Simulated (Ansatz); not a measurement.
# Gap against strain: (6,0) SiC nanotube

How it was computed: Ansatz 0.2.0, plane waves with PAW datasets, PBE, Fermi-Dirac smearing of 0.05 eV, no spin-orbit coupling. The period is scaled from its relaxed value of 5.322 Å and the atoms relax, within the symmetry of the start, at each strain ε (in %); gaps, in eV, are read on a band path.

| period (Å) | energy (eV a cell) | place of the conduction minimum (Γ = 0, Z = 1) | ε | gap |
| --- | --- | --- | --- | --- |
| 5.109 | +0.727 | 0.00 | −4 | 0.8523 |
| 5.216 | +0.181 | 0.00 | −2 | 0.7902 |
| 5.322 | 0.000 | 0.00 | 0 | 0.7227 |
| 5.429 | +0.179 | 0.00 | 2 | 0.6493 |
| 5.535 | +0.709 | 0.00 | 4 | 0.575 |

One run is withheld: period (Å) = 5.641, with ε = 6. Fit a straight line gap = a + b × ε to the 5 rows shown and predict it.

**Fit.** The means are 0 for ε and 0.7179 for gap. The sum of products of deviations is −1.391 and the sum of squares in ε is 40, so b = −1.391 / 40 = −0.03478 and a = 0.7179 − (−0.03478) × 0 = 0.7179. The residuals' standard deviation, with 3 degrees of freedom, is σ = 0.0048.

**Prediction.** gap = 0.7179 + (−0.03478) × 6 = 0.5092. The run gave 0.5048, so the prediction less the run is +0.0045. The standard error of a prediction there, σ√(1 + 1/5 + (6 − 0)²/40), is 0.0069, and the miss is 0.64 times that, for a point outside the fitted range. With so few rows σ is itself uncertain.

The gap narrows at every step from compression to tension.

**Limits.** Kohn-Sham gaps of a wire among periodic images, which in a check on one flat ribbon (7 Å apart) lowered the gap by 0.2 eV and flattened the slope; the slope b × 100 is a mean deformation potential of the gap, in eV per unit strain. Between neighbouring runs it lies between −3.7 and −3.1 eV. The unstrained row comes from a denser mesh than the others, which shifts its energy a little. Series of this kind are told only where this holds: a gap at every strain (compound wires with polar facets were set aside first). 88 of 101 did.
